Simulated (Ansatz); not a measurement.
## K (Im-3m), an elastic constant from a strain scan

Level of theory: DFT PBE, scalar-relativistic, plane waves, PAW in Ansatz 0.2.0. Cutoff 420 eV, Γ-centred 14×14×14 k-points, Gaussian smearing of 0.15 eV. No spin polarisation. Energies are free energies at this smearing, counted from the undisturbed cell; pressure is positive in compression.

The starting cell (as given, not relaxed at this level; it stands at 0.1 GPa):

```
K
1.0
    -2.61800    2.61800    2.61800
     2.61800   -2.61800    2.61800
     2.61800    2.61800   -2.61800
K
1
Direct
  0.00000 0.00000 0.00000
```

The cell is strained by ε times the Voigt pattern (0, 1, 0, 0, 0, 0) (xx, yy, zz, yz, xz, xy; engineering shear) with fractional coordinates fixed. The cell holds 1 atom in V0 = 71.77 Å³. The stress column is τ = (1/V0) dE/dε, got from the stress tensor σ (compression positive) at each point as −det(1 + εP) σ : P(1 + εP)⁻¹, with P the pattern as a tensor.

| ε | ΔE (meV/atom) | τ (GPa) |
| --- | --- | --- |
| -0.0400 | 3.640 | -0.311 |
| -0.0300 | 2.375 | -0.254 |
| -0.0200 | 1.356 | -0.201 |
| -0.0100 | 0.569 | -0.151 |
| 0.0000 | 0.000 | -0.104 |
| 0.0100 | -0.365 | -0.060 |
| 0.0200 | -0.539 | -0.018 |
| 0.0300 | -0.535 | 0.020 |
| 0.0350 | -0.470 | 0.038 |
| 0.0400 | ? | ? |

Which combination of elastic constants does this scan measure, and how large is it?

For small ε, τ = τ0 + Kε with K = pᵀCp, which for this pattern is C11 in the cubic axes. The parabola through τ at ε = -0.0100, 0 and 0.0100 has slope K = 4.6 GPa at zero. The energies per cell, E = NΔE, of the same two points give K = 2[E(ε₊)/ε₊ − E(ε₋)/ε₋]/[(ε₊ − ε₋)V0] = 4.6 GPa, in agreement.

Predict the withheld row at ε = 0.0400 from the harmonic law, and compare.

ΔE = V0(τ0 ε + Kε²/2)/N = -0.225 meV/atom and τ = 0.08 GPa. The calculation gives -0.366 meV/atom and 0.06 GPa: the energy lies 0.14 meV/atom below the harmonic value, as bonds soften when stretched.

In a metal these slopes depend on the k mesh and the smearing.